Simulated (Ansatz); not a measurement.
V: from a trial structure to a relaxed crystal

Method: DFT PBEsol, scalar-relativistic, plane waves, PAW in Ansatz. Cutoff 420 eV, Γ-centred k mesh, Gaussian smearing, no spin polarisation in the final step.

The start puts V on the black phosphorus structure type (Cmce, No. 64), at a guessed volume.

```
CELL_PARAMETERS angstrom
1.51189 -4.79601 0.00000
1.51189 4.79601 0.00000
0.00000 0.00000 4.00124
ATOMIC_POSITIONS crystal
V 0.09800 0.90200 0.91000
V 0.59800 0.40200 0.59000
V 0.90200 0.09800 0.09000
V 0.40200 0.59800 0.41000
```

Cell and atoms relax at zero pressure; the relaxation can't lower the symmetry of the start. After a coarse first stage the cell is made exact in the group found at 0.06 Å.

Energies count from the standard state of V at the same level.

Q: Describe the relaxed structure.

A: It ends in Fmmm (No. 69). Conventional cell: a = 2.832 Å, b = 4.302 Å, c = 8.791 Å. V is coordinated by 7 V at 2.38–2.58 Å and 4 V at 2.83–2.95 Å.

```
V
1.0
     0.00000    2.15123    4.39531
     1.41591    0.00000    4.39531
     1.41591    2.15123    0.00000
V
2
Direct
  0.86442 0.86442 0.13558
  0.13558 0.13558 0.86442
```

Q: What are its volume, energy, density and gap?

A: The volume per atom is 13.39 Å³, the density is 6.32 g/cm³ and the energy over the standard structure is 0.27 eV/atom. The gap on the 24×24×24 mesh is 0 eV (a metal).

The final run used a 24×24×24 mesh on its 2-atom cell and 0.10 eV smearing. For metals, differences of a few meV/atom aren't resolved. A structure relaxed within its symmetry needn't be a true minimum. The steps took about 4 core-minutes in all.